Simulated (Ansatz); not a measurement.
# CoSn: the cost of one run

Computed with Ansatz 0.2.0 (DFT PBE, scalar-relativistic, plane waves, PAW, unless a step's input says otherwise).

## Step 1: The system as given

Symmetry: Pm-3m, No. 221, cubic system. The conventional cell has a = 3.626 Å, b = 3.626 Å, c = 3.626 Å, α = 90.00°, β = 90.00°, γ = 90.00°. Co (site symmetry m-3m) has 8 Sn at 3.14 Å as nearest neighbours. Around Sn (site symmetry m-3m) lie 8 Co at 3.14 Å.

Structure file:

```
Co Sn
1.0
     3.62552    0.00000    0.00000
     0.00000    3.62552    0.00000
     0.00000    0.00000    3.62552
Co Sn
1 1
Cartesian
  0.0000 0.0000 0.0000
  1.8128 1.8128 1.8128
```

Recipe of the guess: random cell by space group and Wyckoff sites (Pm-3m, No. 221). Its size is a rough estimate.

## Step 2: Probe: one point on a coarse mesh

File input.yaml:

```yaml
crystal:
  lattice:
    - [3.62551619, 0.0, 0.0]
    - [0.0, 3.62551619, 0.0]
    - [0.0, 0.0, 3.62551619]
  atoms:
    - { symbol: Co, position: [0.0, 0.0, 0.0], spin: 3.0 }
    - { symbol: Sn, position: [0.5, 0.5, 0.5] }
basis:
  ecutwfc: 420
kpoints:
  mp_grid: { grid: [6, 6, 6] }
hamiltonian:
  xc: pbe
scf:
  occupations: { method: gaussian, width: 0.1 }
  lower_state_search: "off"
output:
  forces: true
  stress: true
  eigenvalues: true
  populations: true
magnetization:
  spin_polarized: true
```

Run with:

```
> ansatz run input.yaml --threads 1 --pin off --max-ram 2560MiB --backend cpu --events-out ev --progress --plain --runs-dir out
```

Q: Estimate wall time and peak memory on 1 thread of Intel Xeon at 2.50GHz (Skylake/Cascade Lake), shared host.

About 9.1 s, with a peak of 0.35 GiB.
